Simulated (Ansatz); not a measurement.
# HgSe

The computed numbers are results of PBE with spin–orbit coupling (two-component spinors) in the plane-wave PAW code Ansatz at 420 eV, Γ-centred 10×10×10 mesh, 0.05 eV Gaussian smearing; PAW files: Ansatz's generated set soft_2.

```
Hg Se
1.0
     0.00000    3.11820    3.11820
     3.11820    0.00000    3.11820
     3.11820    3.11820    0.00000
Hg Se
1 1
Direct
  0.00000 0.00000 0.00000
  0.75000 0.75000 0.75000
```

The chain of runs began from a cell as deposited in COD, expanded in volume.

The cell is relaxed to zero pressure at this level.

The cell has space group F-43m (read at 0.01 Å). In it the stress is 0.00, 0.00, 0.00, 0.00, 0.00, 0.00 GPa and the largest force component 0.000 eV/Å. Each change below starts from this cell, without further relaxation. Stress is in GPa, positive in compression, in the order xx, yy, zz, yz, xz, xy; energies are counted from the cell above and are free energies with the smearing's entropy, which match forces and stress in a metal.

What happens when atom 1 (Hg) is moved by 0.02 Å along z?

The energy changes by 0.5 meV per cell, and the force on it along the shift is -0.052 eV/Å (−F/u = 2.59 eV/Å²). Stress: 0.01, 0.01, 0.00, 0.00, 0.00, -0.19.
| atom | Fx (eV/Å) | Fy | Fz |
| --- | --- | --- | --- |
| Hg1 | 0.000 | 0.000 | -0.052 |
| Se2 | 0.000 | 0.000 | 0.052 |

What stress follows from an engineering strain of 1 % in xx, atoms carried along?

-0.53, -0.37, -0.37, 0.00, 0.00, 0.00 GPa; the energy changes by 1.0 meV per cell. The gap on the mesh goes from zero (metallic) to 0.02 eV (close to the smearing width).
The change of the stress over the strain gives a clamped-atom stiffness of about 53 GPa for this component, a secant value that lies under the elastic constant in tension and over it in compression, by several per cent for each per cent of strain.
In a harmonic crystal the energy would rise by V(½Cε² − σ₀ε), with σ₀ the stress of the unstrained cell, = 1.0 meV, which matches.

At this volume the filled and empty bands only touch, so this is a zero-gap semimetal rather than a metal, and a semilocal functional can cause such a touching. The relaxed cell is 8 % larger in volume than the cell of this structure in the Crystallography Open Database (27.98 Å³/atom, 1989).

The resistance to tetragonal shear is weak: stretching along x produces a transverse stress of -0.37 GPa against -0.53 GPa along the strain. This is typical of mercury chalcogenides, where polar bonding and the relativistically stabilised Hg 6s shell weaken the directional sp³ forces that resist bond bending. PBE's tendency to underbind probably adds to the softness through the enlarged cell.

Moving Hg along z produces only an xy shear stress, as the tetrahedral site symmetry requires. By the same symmetry, an axial strain exerts no force on the sublattices, so the stiffness of about 53 GPa needs no internal-relaxation correction. The positive restoring force shows stability against this zone-centre optical displacement only.

The band touching fits the known inverted order of HgSe, in which the Se p-derived quartet at Γ is half filled and its degeneracy is protected by cubic symmetry. Axial strain lifts that degeneracy, which probably explains the tendency towards a gap, but a gap on the mesh alone doesn't establish a strained topological insulator.
